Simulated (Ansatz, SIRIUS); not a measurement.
## Si: energy against volume and a worked fit

It takes space group Pm-3m (No. 221, cubic). Conventional cell: a = 2.532 Å, b = 2.532 Å, c = 2.532 Å, α = 90.00°, β = 90.00°, γ = 90.00°. Si (site symmetry m-3m) has 6 Si at 2.53 Å as nearest neighbours.

This isn't the form of Si at room conditions, which is diamond.

The cell was scaled at fixed shape and fractions and run with SIRIUS, all-electron FP-LAPW, apw+lo standard; PBE, k mesh 10 × 10 × 10 on the cell of 1 atom, fermi-dirac occupations of 0.05 eV, no spin polarisation, no spin-orbit coupling. Energies are those that the program minimises, any entropy of the smearing included. For a metal such a mesh isn't converged to the digits shown.

```csv
V (Å³/atom),energy over the lowest row (meV/atom)
15.2607,22.894
15.5854,10.161
15.9101,?
16.2348,0.000
16.5595,1.500
16.8842,6.790
17.2089,15.514
```

**Question.** Fit the third-order Birch-Murnaghan form, give V0, B0 and B′, and predict the energy left open.

**Answer.** With y = (V0/V)^(2/3), E = E0 + (9 V0 B0/16) [(y - 1)³ B′ + (y - 1)² (6 - 4y)]. Least squares through the rows shown give V0 = 16.2760 Å³/atom, E0 = -0.042 meV, B0 = 103.2 GPa (1 eV/Å³ = 160.218 GPa) and B′ = 4.47, with a largest miss of 0.014 meV. At V = 15.9101 the form with these constants gives 2.719 meV; the run gave 2.699 meV an atom. Other set-ups at this level, from all their volumes (Å³/atom, GPa): Ansatz, Ansatz PAW (earlier soft set): V0 16.275, B0 103.7.

The curve has a single smooth minimum, and the fit recovers the omitted energy closely: 2.719 meV against 2.699 meV. This supports interpolation within the sampled range, but is no test of extrapolation to strong compression. The energy rises more steeply on compression than on expansion, as expected when overlap repulsion and the kinetic energy of the confined valence electrons grow faster than the bonding weakens on stretching.

Compared with diamond-type Si, the simple cubic form has longer contacts but a smaller volume per atom. Four valence electrons per atom now serve six neighbours instead of four, so each contact has less than a full electron-pair bond, while the open tetrahedral network is lost. The resistance to compression therefore reflects the density of the valence electrons and the number of contacts as well as the strength of each bond.

The close match with the PAW values suggests that the core treatment has little effect on V0 or B0. A minimum under uniform scaling doesn't establish stability against shear or phonon distortions.
